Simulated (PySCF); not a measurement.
## Calculated properties of `C#Cc1ccccc1` (phenylacetylene)

Phenylacetylene, C8H6.
Structure used (PBE0-D3(BJ)/def2-SVP), in Å, numbered top down from 1:
```xyz
14
C8H6 angstrom
C      2.217    1.900    1.680
C      1.418    1.215    1.075
C      0.477    0.409    0.362
C     -0.041    0.841   -0.871
C     -0.956    0.053   -1.562
C     -1.366   -1.172   -1.036
C     -0.858   -1.608    0.187
C      0.058   -0.826    0.884
H      2.924    2.506    2.215
H      0.284    1.801   -1.278
H     -1.352    0.399   -2.519
H     -2.085   -1.788   -1.581
H     -1.177   -2.567    0.603
H      0.459   -1.163    1.841
```

Among its groups: alkyne and benzene ring.

PBE0-D3(BJ)/def2-SVP geometry optimisation, gas phase (PySCF):

- Point group: C2v
- Rotational constants A, B, C: 5.685, 1.526, 1.203 GHz

From PBE0/pcSseg-1 ground state and GIAO shieldings, non-relativistic (PySCF):

- Dipole moment: 0.66 D
- HOMO energy: -6.92 eV
- LUMO energy: -1.09 eV
- HOMO–LUMO gap: 5.83 eV
- Lowest Hirshfeld atomic charge: -0.11 e on C1
- Highest Hirshfeld atomic charge: +0.10 e on H9
- 13C chemical shifts (computed TMS as zero) by class: 139.7 (C4/C8), 134.0 (C6), 133.4 (C5/C7), 127.4 (C3), 87.1 (C2), 87.0 (C1) ppm
- 1H chemical shifts (computed TMS as zero) by class: 7.67 (H10/H14), 7.44 (H11/H13), 7.42 (H12), 3.19 (H9) ppm
- Mayer bond orders between heavy atoms: C1–C2 2.36, C2–C3 1.00, C3–C4 1.40, C4–C5 1.45, C5–C6 1.42, C6–C7 1.42, C7–C8 1.45, C8–C3 1.40

From B3LYP/pcJ-1 indirect spin-spin coupling, non-relativistic, gas phase; spin–dipole term left out (PySCF):

- Largest of the computed one-bond spin–spin couplings (means over like bonds): 13C–1H +275.1 (C1–H9), 13C–13C +200.5 (C1–C2), 13C–1H +170.6 (C4–H10 and 1 like it), 13C–1H +168.0 (C5–H11 and 1 like it), 13C–1H +167.9 (C6–H12), 13C–13C +99.3 (C2–C3), 13C–13C +63.4 (C3–C4 and 1 like it), 13C–13C +62.5 (C4–C5 and 1 like it) Hz

Monoisotopic mass (most abundant isotopes): 102.0470 u.

With B = h/(8π²I), that is 505.379 GHz u Å² over I, the principal moments of inertia are 88.9, 331.2 and 420.1 u Å² (most abundant isotopes); the inertial defect Ic − Ia − Ib is 0.0 u Å² (zero for a rigid planar frame, negative otherwise). A dipole of 0.66 D is allowed in C2v, and pure rotational transitions are dipole-allowed. In atomic units the dipole is 0.26 e·bohr (1 au = 2.5417 D). The rotational constants make it an asymmetric top with κ = (2B − A − C)/(A − C) = -0.86, nearer the prolate limit (−1).

